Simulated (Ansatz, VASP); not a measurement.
# Se in VASP and in Ansatz

INCAR

```
SYSTEM = Se
ALGO = Fast
EDIFF = 1E-6
ENCUT = 520
GGA = PE
ISIF = 2
ISMEAR = 0
LASPH = .True.
LCHARG = .False.
LREAL = .False.
LWAVE = .False.
NBANDS = 13
NELM = 80
PREC = Accurate
SIGMA = 0.1
```

KPOINTS

```
k-points
0
Gamma
  4 4 4
  0 0 0
```

Contents of POSCAR:

```
Se
1.0
    0.0000000000      3.1255665700      3.1255665700
    3.1255665700      0.0000000000      3.1255665700
    3.1255665700      3.1255665700      0.0000000000
Se
2
Direct
    0.5000000000      0.5000000000      0.5000000000
    0.7500000000      0.7500000000      0.7500000000
```

Input for Ansatz:

```yaml
crystal:
  lattice:
    - [0.0, 3.12556657, 3.12556657]
    - [3.12556657, 0.0, 3.12556657]
    - [3.12556657, 3.12556657, 0.0]
  atoms:
    - { symbol: Se, position: [0.5, 0.5, 0.5] }
    - { symbol: Se, position: [0.75, 0.75, 0.75] }
basis:
  ecutwfc: 420
kpoints:
  mp_grid: { grid: [4, 4, 4] }
hamiltonian:
  xc: pbe
scf:
  occupations: { method: gaussian, width: 0.1 }
output:
  forces: true
  stress: true
  eigenvalues: true
```

This isn't the form of Se at room conditions, which is trigonal, of chains.

Alike in both runs: task single point; functional PBE; k mesh 4 × 4 × 4; occupations gaussian, width 0.1 eV; no spin polarisation.

|  | VASP | Ansatz |
| --- | --- | --- |
| version | VASP 6.6.1 | Ansatz 0.2.0 |
| potentials or method | VASP PAW PBE potentials, release 64 (Se) | scalar-relativistic, plane waves, PAW |
| plane-wave cutoff (eV) | 520 | 420 |
| valence electrons in the cell | 12 | 32 |

|  | VASP | Ansatz | Ansatz less VASP |
| --- | --- | --- | --- |
| gap on the k mesh at the Fermi level (eV) | none | none | - |
| pressure (GPa) | 1.9 | 1.9 | -0.02 |

A gap of «none» marks a metal or a gap that the smearing closes. With one functional, cell and mesh, what is left measures potentials, basis and numerics. The two sets of potentials don't hold the same shells in valence.

Caveats: the k mesh is coarse (spacing up to 0.44 Å⁻¹), so the values aren't converged.
